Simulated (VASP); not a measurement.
A run of VASP 6.6.1:

File INCAR:

```
SYSTEM = KF
PREC = Accurate ; ENCUT = 520
EDIFF = 1E-7 ; ISMEAR = 0
SIGMA = 0.05 ; LREAL = .FALSE.
LASPH = .TRUE. ; NELM = 100
ALGO = Normal ; ISIF = 2
LWAVE = .FALSE. ; LCHARG = .FALSE.
NBANDS = 15
```

Contents of KPOINTS:

```
regular mesh
0
G
  8 8 8
  0 0 0
```

File POSCAR:

```
KF
1.0
    0.0000000000      2.3355173725      3.5032760587
    2.3355173725      0.0000000000      3.5032760587
    2.3355173725      2.3355173725      0.0000000000
K F
1 1
Direct
    0.0000000000      0.0000000000      0.0000000000
    0.5000000000      0.5000000000      0.5000000000
```

Potentials or basis: VASP PAW LDA potentials, release 64 (K_sv, F).

Launch:

```console
$ cat potpaw_LDA.64/K_sv/POTCAR potpaw_LDA.64/F/POTCAR > POTCAR
$ mpirun -np 1 vasp_std > vasp.out
```

Hardware: 1 thread of Intel(R) Xeon(R) Platinum 8488C (Sapphire Rapids) (shared host).

How long does it take, and how much memory?

It took 42 s on 1 thread of Intel(R) Xeon(R) Platinum 8488C (Sapphire Rapids) (shared host), peak memory 0.17 GiB. Counts: scf iterations 14, k points 59.
